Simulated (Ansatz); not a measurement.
Relaxed (102) slab cut from ZrS2 (space group P-3m1 (No. 164)); the slab's formula is ZrS2, its outer planes S (top) and S (bottom):

```
CELL_PARAMETERS angstrom
3.62739 0.00000 0.00000
0.00000 8.60566 0.00000
0.00000 0.00000 26.47421
ATOMIC_POSITIONS crystal
S 0.50000 0.19475 0.22220
Zr 0.50000 0.28461 0.30235
S 0.50000 0.56984 0.30919
S 0.00000 0.24156 0.36329
Zr 0.00000 0.54993 0.37859
S 0.00000 0.83532 0.39192
S 0.50000 0.50872 0.44409
Zr 0.50000 0.80296 0.46032
S 0.50000 0.09545 0.47303
S 0.00000 0.77013 0.52697
Zr 0.00000 0.06261 0.53968
S 0.00000 0.35684 0.55592
S 0.50000 0.03022 0.60807
Zr 0.50000 0.31560 0.62141
S 0.50000 0.62399 0.63670
S 0.00000 0.29571 0.69081
Zr 0.00000 0.58094 0.69764
S 0.00000 0.67080 0.77779
```

Computed with Ansatz, DFT PBEsol, scalar-relativistic, plane waves, PAW. Settings: cutoff 420 eV, Γ-centred mesh 7×3×1 on the computed 18-atom cell, Gaussian smearing of 0.05 eV; no spin polarisation. The cell repeats along c with a dipole correction in the vacuum.

The potential is the smooth part; its values at the atoms depend on the PAW datasets.

**Question.** How does the plane-averaged electrostatic potential energy of an electron run along c, counted from the Fermi level?

**Answer.**
```
z (Å) V (eV)
 1.18    6.46
 1.47    6.46
 1.76    6.46
 2.06    6.46
 2.35    6.46
 2.65    6.46
 2.94    6.45
 3.24    6.45
 3.53    6.45
 3.82    6.43
 4.12    6.40
 4.41    6.31
 4.71    6.09
 5.00    5.53
 5.29    4.21
 5.59    2.99
 5.88    2.59
 6.18    2.74
 6.47    3.54
 6.77    4.02
 7.06    3.05
 7.35    0.56
 7.65   -3.01
 7.94   -5.22
 8.24   -5.12
 8.53   -3.38
 8.82   -1.35
 9.12   -1.59
 9.41   -3.68
 9.71   -6.42
10.00   -8.00
10.30   -6.51
10.59   -3.77
10.88   -1.49
11.18   -1.03
11.47   -2.68
11.77   -5.34
12.06   -7.67
12.35   -7.16
12.65   -4.63
12.94   -2.10
13.24   -0.82
13.53   -2.10
13.83   -4.63
14.12   -7.16
14.41   -7.67
14.71   -5.34
15.00   -2.68
15.30   -1.03
15.59   -1.49
15.88   -3.77
16.18   -6.51
16.47   -8.00
16.77   -6.42
17.06   -3.68
17.36   -1.59
17.65   -1.35
17.94   -3.38
18.24   -5.12
18.53   -5.22
18.83   -3.01
19.12    0.57
19.41    3.06
19.71    4.02
20.00    3.54
20.30    2.74
20.59    2.59
20.89    2.99
21.18    4.21
21.47    5.53
21.77    6.09
22.06    6.31
22.36    6.40
22.65    6.43
22.94    6.45
23.24    6.45
23.53    6.45
23.83    6.46
24.12    6.46
24.42    6.46
24.71    6.46
25.00    6.46
25.30    6.46
```

The vacuum level lies 6.46 eV above the Fermi level.

Cost: 1 run of about 34 core-minutes, on Arm Neoverse V1 (shared hosts).